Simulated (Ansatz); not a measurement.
Runs of Ansatz 0.2.0 on BP. The structure is cubic, space group F-43m (No. 216). The conventional cell has a = 4.538 Å, b = 4.538 Å, c = 4.538 Å, α = 90.00°, β = 90.00°, γ = 90.00°. P (site symmetry -43m) is surrounded by 4 B at 1.97 Å. B (site symmetry -43m) is surrounded by 4 P at 1.97 Å. 

```csv
task,level,cell,k mesh,smearing,points for each segment of the path,q mesh,mesh quality,gap on the mesh (eV),pressure (GPa),relaxed volume (Å³/atom)
relaxation of cell and atoms,PBEsol,relaxed,10 × 10 × 10,fermi-dirac 0.05 eV,-,-,not flagged,(b),0.0,11.54
relaxation of cell and atoms,PBEsol0,relaxed,5 × 5 × 5,fermi-dirac 0.05 eV,-,-,coarse,2.59,0.0,11.45
relaxation of cell and atoms,revPBE+D3(BJ),relaxed,10 × 10 × 10,fermi-dirac 0.05 eV,-,-,not flagged,1.21,0.0,11.28
band structure,PBEsol0,as given,5 × 5 × 5,fermi-dirac 0.05 eV,4,-,coarse,(a),-3.4,-
phonons,PBEsol,as given,7 × 7 × 7,fixed,8,2 × 2 × 2,not flagged,1.13,-,-
```

Alike in all rows: potentials or basis Ansatz PAW; no spin polarisation; cutoff (eV) 420.

Problem. Fill in the values left out.

Solution. (a) 2.61; (b) 1.12.

Caveats: some runs use coarse meshes; the PAW data sets come from PBE, with cores solved anew for the run's functional, which leaves a small shift of forces and pressure; the plane-wave basis is chosen anew once the cell has moved, so the energies of steps on either side of that aren't comparable (some runs); odd divisions of the mesh miss points on the zone boundary, where band edges often lie, so the gap on the mesh can be too wide (some runs); the thresholds are loose for stress (some runs).

A k mesh can miss the band edges.
